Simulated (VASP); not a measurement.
Here is a VASP 6.6.1 calculation.

Contents of INCAR:

```
ALGO     = Fast           # electronic algorithm
EDIFF    = 1E-6           # SCF threshold, eV
ENCUT    = 520            # plane-wave cutoff, eV
GGA      = PS             # functional
ISIF     = 2              # what is computed and relaxed
ISMEAR   = 0              # smearing method
KPAR     = 4            
LASPH    = True           # aspherical terms in the spheres
LCHARG   = False          # write CHGCAR
LREAL    = False          # projectors in reciprocal space
LWAVE    = False          # write WAVECAR
NELM     = 80             # most SCF steps
PREC     = Accurate       # precision mode
SIGMA    = 0.03           # smearing width, eV
```

Contents of KPOINTS:

```
k-points
0
Gamma
  6 6 6
```

File POSCAR:

```
PbSe
1.0
    0.0000000000      3.0606500000      3.0606500000
    3.0606500000      0.0000000000      3.0606500000
    3.0606500000      3.0606500000      0.0000000000
Pb Se
1 1
Direct
    0.0000000000      0.0000000000      0.0000000000
    0.5000000000      0.5000000000      0.5000000000
```

Potentials or basis: VASP PAW PBE potentials, release 64 (Pb_d, Se).

Run with:

```console
$ cat potpaw_PBE.64/Pb_d/POTCAR potpaw_PBE.64/Se/POTCAR > POTCAR
$ mpirun -np 4 vasp_std > vasp.out
```

(1) Predict the band gap on the k mesh.

(2) Predict the pressure.

Results:

(1) 0.20 eV, direct.

(2) -0.5 GPa.

Caveat: the PAW data sets were made with another functional, which shifts forces and pressure a little; spin-orbit coupling is left out, which as a rule narrows the gap of such compounds by several tenths of an eV.

**What was measured.**

A printed reference work, monograph reports, for a bulk crystal of PbSe at 300 K: band gap 0.28 eV (direct).

Against the measured gap of PbSe, 0.28 eV (direct; 300 K; a printed reference work, monograph), the calculated 0.20 eV is off by -0.08 eV. 2 values of this kind are on record (0.15 to 0.28 eV); this one was drawn at random. Spin-orbit coupling on Pb, Se is left out. The value is that of PBEsol on a finite k mesh, which can miss the band edges, without temperature or zero-point motion. Semilocal functionals fall short of measured gaps as a rule.
